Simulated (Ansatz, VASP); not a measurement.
# Two plane-wave programs on KI

```
CELL_PARAMETERS angstrom
0.00000 3.38357 3.38357
3.38357 0.00000 3.38357
3.38357 3.38357 0.00000
ATOMIC_POSITIONS crystal
K 0.00000 0.00000 0.00000
I 0.50000 0.50000 0.50000
```

Change from the starting cell: strain -0.040 along x and y, -0.040 along z, atoms carried along.

Alike in both runs: task single point; functional PBE; k mesh 6 × 6 × 6; occupations gaussian, width 0.05 eV; no spin polarisation.

```csv
,VASP,Ansatz
version,VASP 6.6.1,Ansatz 0.2.0
potentials or method,"VASP PAW PBE potentials, release 64 (K_sv, I)","scalar-relativistic, plane waves, PAW"
plane-wave cutoff (eV),520,420
valence electrons in the cell,16,26
```

```tsv
	VASP	Ansatz	Ansatz less VASP
gap on the k mesh at the Fermi level (eV)	4.29	4.30	+0.005
least direct gap on the mesh (eV)	4.29	4.30	+0.005
pressure (GPa)	3.0	2.9	-0.05
```

The two sets of potentials don't hold the same shells in valence.

Caveats: spin-orbit coupling is left out, which moves the levels of the heavy elements. A k mesh can miss the band edges.
